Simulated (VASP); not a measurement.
The system is Si.

```
CELL_PARAMETERS angstrom
2.66558 0.00000 0.00000
-1.33279 2.30846 0.00000
0.00000 0.00000 4.50627
ATOMIC_POSITIONS crystal
Si 0.33333 0.66667 0.25000
Si 0.66667 0.33333 0.75000
```

This isn't the form of Si at room conditions, which is diamond.

* Program: VASP 6.6.1
* Task: relaxation of cell and atoms
* Functional: PBE
* Potentials or basis: VASP PAW PBE potentials, release 64 (Si)
* Cutoff: 600 eV
* k mesh: 18 × 18 × 8
* Occupations: methfessel-paxton, width 0.1 eV
* Spin: no spin polarisation

At the start: pressure 3.1 GPa; volume 13.86 Å³/atom.

Q: How do energy, volume and symmetry change on relaxing?

A: Over 3 steps the energy falls by 4.2 meV/atom and the volume is 14.32 Å³/atom (+3.3 %); space group P6_3/mmc (No. 194, to 0.05 Å).

The path:
| step | energy change (eV) | largest force (eV/Å) | pressure (GPa) | volume (Å³) |
| --- | --- | --- | --- | --- |
| 1 | 0.0000 | 0.0000 | 3.06 | 27.73 |
| 2 | -0.0082 | 0.0000 | -0.50 | 28.81 |
| 3 | -0.0085 | 0.0000 | 0.00 | 28.64 |

Final structure:
```
Si
1.0
     2.69210    0.00000    0.00000
    -1.34605    2.33142    0.00000
     0.00000    0.00000    4.56255
Si
2
Direct
  0.33333 0.66667 0.25000
  0.66667 0.33333 0.75000
```
